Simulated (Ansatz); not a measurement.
Crystal: CdSe.

```
Cd Se
1.0
     0.00000    2.87396    2.87396
     2.87396    0.00000    2.87396
     2.87396    2.87396    0.00000
Cd Se
1 1
Direct
  0.00000 0.00000 0.00000
  0.50000 0.50000 0.50000
```

Measurements of this composition are mostly on another form, of space group No. 186.

Program: Ansatz 0.2.0. Alike in all runs: potentials or basis Ansatz PAW; no spin polarisation; cell as given; k mesh 8 × 8 × 8.

**Question.** Order these runs on this cell by their pressure, lowest first.
A. level PBE; cutoff (eV) 420; smearing gaussian 0.012 eV
B. level r2SCAN; cutoff (eV) 500; smearing fermi-dirac 0.05 eV; points for each segment of the path 14
C. level BLYP; cutoff (eV) 420; smearing fermi-dirac 0.05 eV; points for each segment of the path 14

**Answer.** B (-2.1 GPa), A (-0.3 GPa), C (3.7 GPa).

Caveats: the PAW data sets come from PBE, with cores solved anew for the run's functional, which leaves a small shift of forces and pressure (some runs).
